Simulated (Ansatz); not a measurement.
# TiCo: the cost of one run

Program: Ansatz 0.2.0. Level of theory: DFT PBE, scalar-relativistic, plane waves, PAW. These are calculated values, not measurements.

2 further runs of the same task are left out: 2 set aside as unsound or not needed.

## Step 1: The starting structure

Symmetry: Pm-3m, No. 221, cubic system. Conventional cell: a = 2.986 Å, b = 2.986 Å, c = 2.986 Å, α = 90.00°, β = 90.00°, γ = 90.00°. Ti (site symmetry m-3m) is surrounded by 8 Co at 2.59 Å. Co (site symmetry m-3m) is surrounded by 8 Ti at 2.59 Å.

Coordinates:

```cif
data_structure
_symmetry_space_group_name_H-M 'Pm-3m'
_symmetry_Int_Tables_number 221
_cell_length_a 2.9856
_cell_length_b 2.9856
_cell_length_c 2.9856
_cell_angle_alpha 90.000
_cell_angle_beta 90.000
_cell_angle_gamma 90.000
_cell_volume 26.61
loop_
_atom_site_label
_atom_site_type_symbol
_atom_site_symmetry_multiplicity
_atom_site_Wyckoff_symbol
_atom_site_fract_x
_atom_site_fract_y
_atom_site_fract_z
_atom_site_occupancy
Ti1 Ti 1 a 0.00000 0.00000 0.00000 1
Co1 Co 1 b 0.50000 0.50000 0.50000 1
```

It goes back to an entry of the Materials Project, which need not be the stable form.

It is the result of an earlier relaxation at this level (volume 13.31 Å³/atom; gap on the mesh: none (metal), site moments up to 1.0 μB).

## Step 2: A bulk reference on a matched mesh

To let mesh errors cancel, the bulk is computed in a cell built on the (210) plane.

input.yaml

```yaml
crystal:
  lattice:
    - [2.9855872902, 0.0, 0.0]
    - [0.0, 6.6759761336, 0.0]
    - [0.0, 0.0, 6.6759761336]
  atoms:
    - { symbol: Ti, position: [0.0, 0.0, 0.0] }
    - { symbol: Ti, position: [0.0, 0.4, 0.2] }
    - { symbol: Ti, position: [0.0, 0.8, 0.4] }
    - { symbol: Ti, position: [0.0, 0.2, 0.6] }
    - { symbol: Ti, position: [0.0, 0.6, 0.8] }
    - { symbol: Co, position: [0.5, 0.7, 0.1], spin: 1.09 }
    - { symbol: Co, position: [0.5, 0.1, 0.3], spin: 1.09 }
    - { symbol: Co, position: [0.5, 0.5, 0.5], spin: 1.09 }
    - { symbol: Co, position: [0.5, 0.9, 0.7], spin: 1.09 }
    - { symbol: Co, position: [0.5, 0.3, 0.9], spin: 1.09 }
basis:
  ecutwfc: 420
kpoints:
  mp_grid: { grid: [12, 6, 6] }
hamiltonian:
  xc: pbe
scf:
  occupations: { method: gaussian, width: 0.1 }
output:
  forces: true
  stress: true
  eigenvalues: true
  populations: true
magnetization:
  spin_polarized: true
```

Run with:

```
$ ansatz run input.yaml --threads 4 --pin off --max-ram 11264MiB --backend cpu --events-out ev --progress --plain --runs-dir out
```

Q: Estimate wall time and peak memory on 4 threads of Intel Xeon 6975P-C (Granite Rapids), shared host.

About 24 s, with a peak of 1.6 GiB.
